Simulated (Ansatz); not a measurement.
# Pd: strain and displacement

```yaml
crystal:
  lattice:
    - [0.00000, 1.94490, 1.94490]
    - [1.94490, 0.00000, 1.94490]
    - [1.94490, 1.94490, 0.00000]
  atoms:
    - { symbol: Pd, position: [0.00000, 0.00000, 0.00000] }
```

The cell comes from COD entry 9008478, which wasn't checked; take it as a given geometry.

Spin polarisation is left out, and whether a magnetic state lies lower isn't shown here.

Computed with DFT, PBE, PAW with Ansatz's default frozen-core files, scalar-relativistic in Ansatz 0.2.0.

Settings: a Γ-centred 18×18×18 k mesh, Fermi–Dirac smearing of 0.05 eV, cutoff 420 eV, no spin polarisation.

The unchanged cell is at 7.60 GPa.

In a metal, stresses and small energies carry noise from the k mesh.

x, y and z are the Cartesian axes of the cell as listed; fractional coordinates follow a strain, and an engineering shear is twice the off-diagonal strain component.

Q: One change gave: energy change +1.1 meV/atom; stress change (xx, yy, zz, yz, xz, xy) 0.06, 0.06, 0.06, -0.79, -0.79, -0.79 GPa, compression positive. Which change was it?
A. equal xy, yz and zx engineering shear strains of -1 %
B. equal xy, yz and zx engineering shear strains of -3 %
C. equal xy, yz and zx engineering shear strains of +1 %
D. equal xy, yz and zx engineering shear strains of +3 %
E. equal xy, yz and zx engineering shear strains of -2 %
F. equal xy, yz and zx engineering shear strains of +2 %

A: C. For equal xy, yz and zx engineering shear strains of -3 %: energy change +10.4 meV/atom; stress change (xx, yy, zz, yz, xz, xy) 0.55, 0.55, 0.55, 2.38, 2.38, 2.38 GPa, compression positive. For equal xy, yz and zx engineering shear strains of -1 %: energy change +1.1 meV/atom; stress change (xx, yy, zz, yz, xz, xy) 0.06, 0.06, 0.06, 0.78, 0.78, 0.78 GPa, compression positive. For equal xy, yz and zx engineering shear strains of +2 %: energy change +4.6 meV/atom; stress change (xx, yy, zz, yz, xz, xy) 0.24, 0.24, 0.24, -1.61, -1.61, -1.61 GPa, compression positive. For equal xy, yz and zx engineering shear strains of -2 %: energy change +4.6 meV/atom; stress change (xx, yy, zz, yz, xz, xy) 0.24, 0.24, 0.24, 1.57, 1.57, 1.57 GPa, compression positive. For equal xy, yz and zx engineering shear strains of +3 %: energy change +10.4 meV/atom; stress change (xx, yy, zz, yz, xz, xy) 0.56, 0.56, 0.56, -2.48, -2.48, -2.48 GPa, compression positive.
